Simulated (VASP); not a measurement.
A run of VASP 6.6.1 is set up as follows.

INCAR

```
SYSTEM = Si7H2
PREC = Normal
ENCUT = 450
EDIFF = 1E-6
ISMEAR = 0
SIGMA = 0.05
LREAL = Auto
LASPH = .TRUE.
NELM = 80
ALGO = Normal
ISIF = 2
LWAVE = .FALSE.
LCHARG = .FALSE.
LDIPOL = .TRUE.
IDIPOL = 3
DIPOL = 0.5 0.5 0.472
GGA = PE
IBRION = 2
NSW = 90
EDIFFG = -0.03
```

Contents of KPOINTS:

```
regular mesh
0
G
  4 8 1
  0 0 0
```

The input POSCAR:

```
Si7H2
1.0
    7.7337598000      0.0000000000      0.0000000000
    0.0000000000      3.8668799000      0.0000000000
    0.0000000000      0.0000000000     26.1632170000
H Si
4 14
Selective dynamics
Direct
    0.5000000000      0.6853833000      0.3248836000  F F F
    0.5000000000      0.3146167000      0.3248836000  F F F
    0.0000000000      0.3146167000      0.3248836000  F F F
    0.0000000000      0.6853833000      0.3248836000  F F F
    0.5000000000      0.0000000000      0.3577666300  F F F
    0.0000000000      0.0000000000      0.3577666300  F F F
    0.7500000000      0.0000000000      0.4100212300  F F F
    0.2500000000      0.0000000000      0.4100212300  F F F
    0.7500000000      0.5000000000      0.4622758400  F F F
    0.2500000000      0.5000000000      0.4622758400  F F F
    0.0000000000      0.5000000000      0.5145304400  T T T
    0.5000000000      0.5000000000      0.5145304400  T T T
    0.0000000000      0.0000000000      0.5667850400  T T T
    0.5000000000      0.0000000000      0.5667850400  T T T
    0.2500000000      0.0000000000      0.6190396400  T T T
    0.7500000000      0.0000000000      0.6190396400  T T T
    0.3450000000      0.5000000000      0.6751164000  T T T
    0.6550000000      0.5000000000      0.6521834500  T T T
```

Potentials or basis: VASP PAW PBE potentials, release 64 (H, Si).

The run is started by

```console
$ cat potpaw_PBE.64/H/POTCAR potpaw_PBE.64/Si/POTCAR > POTCAR
$ mpirun -np 8 vasp_std > vasp.out
```

Question: Estimate the energy gained by relaxing.

Answer: 32.3 meV/atom.

Question: Predict the band gap on the k mesh.

Answer: 0.31 eV, indirect (least direct gap 0.81 eV).

Final structure:
```
H Si
1.0
     7.73376    0.00000    0.00000
     0.00000    3.86688    0.00000
     0.00000    0.00000   26.16322
H Si
4 14
Direct
  0.50000 0.68538 0.32488
  0.50000 0.31462 0.32488
  0.00000 0.31462 0.32488
  0.00000 0.68538 0.32488
  0.50000 0.00000 0.35777
  0.00000 0.00000 0.35777
  0.75000 0.00000 0.41002
  0.25000 0.00000 0.41002
  0.75000 0.50000 0.46228
  0.25000 0.50000 0.46228
  0.99955 0.50000 0.51713
  0.50020 0.50000 0.51199
  0.00415 0.00000 0.57135
  0.49047 0.00000 0.56239
  0.26344 0.00000 0.62228
  0.73834 0.00000 0.61913
  0.31319 0.50000 0.67493
  0.59593 0.50000 0.64684
```
